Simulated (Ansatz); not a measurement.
**Profile along the Te–Zn line in ZnTe (zinc blende)**

ZnTe (zinc blende)

```cif
data_Te4Zn4
_chemical_formula_sum 'Te4 Zn4'
_space_group_name_H-M_alt 'F-43m'
_space_group_IT_number 216
_space_group_name_Hall 'F -4 2 3'
_cell_length_a 6.11469
_cell_length_b 6.11469
_cell_length_c 6.11469
_cell_angle_alpha 90.000
_cell_angle_beta 90.000
_cell_angle_gamma 90.000
loop_
_atom_site_label
_atom_site_type_symbol
_atom_site_symmetry_multiplicity
_atom_site_Wyckoff_symbol
_atom_site_fract_x
_atom_site_fract_y
_atom_site_fract_z
_atom_site_occupancy
Te1 Te 4 c 0.25000 0.25000 0.25000 1
Zn1 Zn 4 a 0.00000 0.00000 0.00000 1
```
(The calculation used a cell of 2 atoms; values per cell refer to that cell.)

Fields along a shortest Te–Zn line of a {110} plane (2.65 Å), from Te to Zn, interpolated on the slice's grid (step about 0.3 Å). These are r2SCAN (plane waves to 500 eV, PAW, scalar-relativistic; Ansatz, a first-principles code) values and carry that method's errors. k mesh 9×9×9. These are valence fields of a PAW run, semicore shells included where kept as valence: close to a nucleus they are smooth pseudo fields. Spin-orbit coupling is left out, though Te is heavy. The PAW data are Ansatz's earlier set. ZnTe was relaxed with its symmetry unable to fall.

| distance from Te (Å) | valence electron density (e/Å³) | electron localisation function |
|---|---|---|
| 0.00 | 19.19 | x |
| 0.27 | 14.01 | x |
| 0.53 | 5.42 | 0.13 |
| 0.80 | 1.31 | 0.39 |
| 1.06 | 0.60 | 0.65 |
| 1.32 | 0.41 | 0.67 |
| 1.59 | 0.38 | 0.27 |
| 1.86 | 0.71 | 0.14 |
| 2.12 | 3.29 | 0.03 |
| 2.38 | 21.72 | x |
| 2.65 | 39.17 | x |

x: too close to a nucleus for the ELF to mean much.

Density on the Te–Zn line (2.65 Å) at its density minimum, 1.5 Å from Te: 0.37 e/Å³. ELF at that point: 0.4. ELF maximum in the middle third of the Te–Zn line: 0.72, 1.2 Å from Te.
